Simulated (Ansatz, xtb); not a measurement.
Redistribution: CF4 + C2H4ClF → CHF3 + C2H3ClF2

Species: CF4 (tetrafluoromethane) `FC(F)(F)F`, singlet; C2H4ClF (1-chloro-1-fluoroethane) `CC(F)Cl`, singlet; CHF3 (trifluoromethane) `FC(F)F`, singlet; C2H3ClF2 `FCC(F)Cl`, singlet. The partners trade F for H; both sit on C, so the bond types are kept.

Shapes, held fixed at every level: PBE0-D4/def2-TZVP. Flexible molecules stand in one conformer, not always the lowest. Programs: Ansatz 0.2.0, xtb 6.7.1. The zero-point and thermal change to 298 K, harmonic and unscaled (PBE0-D4/def2-TZVP), is +3.7 kJ/mol.

```csv
level,kind,ΔH(298 K) (kJ/mol),less CCSD(T)/CBS estimate
GFN1-xTB,semi-empirical,+40.7,-24.5
HF/def2-SVP,Hartree–Fock,+78.8,+13.6
HF/def2-TZVPP,Hartree–Fock,+69.0,+3.8
PBE-D4/def2-TZVPP,GGA,+63.9,-1.3
r2SCAN0-D4/def2-TZVPP,global hybrid,+76.1,+10.9
MP2/def2-TZVPP,perturbation theory,+70.0,+4.8
CCSD/def2-SVP,coupled cluster or CI,+84.2,+19.0
CCSD/def2-TZVPP,coupled cluster or CI,+67.3,+2.1
CCSD(T)/CBS estimate,coupled cluster or CI,+65.2,0.0
```

The highest level, CCSD(T)/CBS estimate, gives ΔH(298 K) = +65.2 kJ/mol; the levels span +40.7 to +84.2. The column of differences is taken from that level and isn't an error. No measured value is set beside it here. The CBS estimate extrapolates MP2 from def2-TZVPP and def2-QZVPP and adds CCSD(T) − MP2 in the triple-zeta set, cores frozen.

Moving fluorine from tetrafluoromethane to the methyl carbon of the chlorofluoroethane is clearly endothermic, and every level agrees on the sign. Although the bond types are kept, their surroundings are not. In CF4 each C–F bond is strengthened by the other fluorines on the same carbon, through lone-pair donation into neighbouring C–F σ* orbitals and attraction between the strongly positive carbon and the negative fluorines. CHF3 retains only part of this geminal stabilisation, and the new C–F bond forms on a carbon bearing no other halogen, so it gains no comparable compensation. Repulsion between the now vicinal C–F dipoles probably adds to the cost.

Going from def2-SVP to def2-TZVPP lowers the coupled-cluster value from +84.2 to +67.3 kJ/mol, a larger shift than in Hartree–Fock, probably because the small basis describes correlation around the crowded fluorines unevenly. PBE-D4 lies closer to the highest level than r2SCAN0-D4, but a single reaction doesn't establish a general ranking of functionals for fluorocarbons.
